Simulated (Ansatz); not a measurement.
HgSe under changes of volume

One of the cells (28.067 Å³/atom); the others are scaled copies at fixed shape and fractional positions:

```
CELL_PARAMETERS angstrom
0.00000 3.03900 3.03900
3.03900 0.00000 3.03900
3.03900 3.03900 0.00000
ATOMIC_POSITIONS crystal
Hg 0.00000 0.00000 0.00000
Se 0.75000 0.75000 0.75000
```

| Property | Result |
| --- | --- |
| Program | Ansatz 0.2.0 |
| Functional | rPW86-PBE |
| Dispersion | rVV10 |
| Potentials or basis | Ansatz PAW |
| Cutoff | 420 eV (not typed: the program's choice for these potentials) |
| k mesh | 8 × 8 × 8 |
| Occupations | fermi-dirac, width 0.05 eV |
| Spin | no spin polarisation |

```tsv
volume (Å³/atom)	energy over the lowest point (meV/atom)	pressure (GPa)
26.383	122.50	10.6
26.944	88.73	8.7
27.505	61.12	7.1
28.067	38.93	5.6
28.628	21.70	4.3
29.189	?	?
29.751	0.00	2.0
```

**Question.** What does the run at 29.189 Å³/atom give?

**Answer.** Energy over the lowest point 8.86 meV/atom; pressure 3.1 GPa.

Worked out: A Birch-Murnaghan fit of order 3 (a polynomial in V^(-2/3)) to the other rows has no minimum within the range. It gives 8.88 meV/atom at 29.189 Å³/atom, against the run's 8.86, and -dE/dV = 3.1 GPa, against 3.1.

Energies are extrapolated to zero smearing.

Caveats: the PAW data sets come from PBE, with cores solved anew for the run's functional, which leaves a small shift of forces and pressure.
